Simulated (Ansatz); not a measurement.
Reactions of `FC=[C](F)[AlH2]`.

Isolated molecules relaxed with PBE0-D4/def2-TZVP in Ansatz; ΔE leaves out vibrations. CCSD(T)/CBS adds triple-zeta CCSD(T) − MP2 to the extrapolated MP2 energy (def2 sets, frozen cores). This one scheme is used for every species. Double bonds are as drawn, so ΔE can hold a change between cis and trans. Elements past krypton have def2 core potentials. For Sn outer-core shells are correlated without core-valence functions, which leaves a few kJ/mol of doubt a bond. Each species was taken in one conformer, which may not be the lowest.

| reaction | CCSD(T)/CBS(def2) (eV) |
| --- | --- |
| `F/C=[C](\F)[AlH2]` + `C=C=C=N` → `C=C=C=[N][AlH2]` + `F/C=C/F` | ? |
| `F/C=[C](\F)[AlH2]` + `C/C=C/S` → `C/C=C\[S][AlH2]` + `F/C=C/F` | -0.98 |
| `F/C=[C](\F)[AlH2]` + `CC(C)(C)O` → `CC(C)(C)[O][AlH2]` + `F/C=C/F` | -1.19 |
| `F/C=[C](\F)[AlH2]` + `C=C=N` → `C=C=[N][AlH2]` + `F/C=C/F` | -1.02 |
| `F/C=[C](\F)[AlH2]` + `[SH][SnH3]` → `[AlH2][S][SnH3]` + `F/C=C/F` | -1.13 |
| `F/C=[C](\F)[AlH2]` + H₂ → `F/C=C/F` + `[AlH3]` | 0.09 |
| `F/C=[C](\F)[AlH2]` + `O[SiH](O)O` → `O[SiH](O)[O][AlH2]` + `F/C=C/F` | ? |

**Question.** Fill in the missing values. (Estimate.)

**Answer.** Ansatz gave: `F/C=[C](\F)[AlH2]` + `C=C=C=N` → `C=C=C=[N][AlH2]` + `F/C=C/F`: -0.95 eV; `F/C=[C](\F)[AlH2]` + `O[SiH](O)O` → `O[SiH](O)[O][AlH2]` + `F/C=C/F`: -1.45 eV.

Largest T1 diagnostic: 0.016, for `C=C=C=[N][AlH2]`.
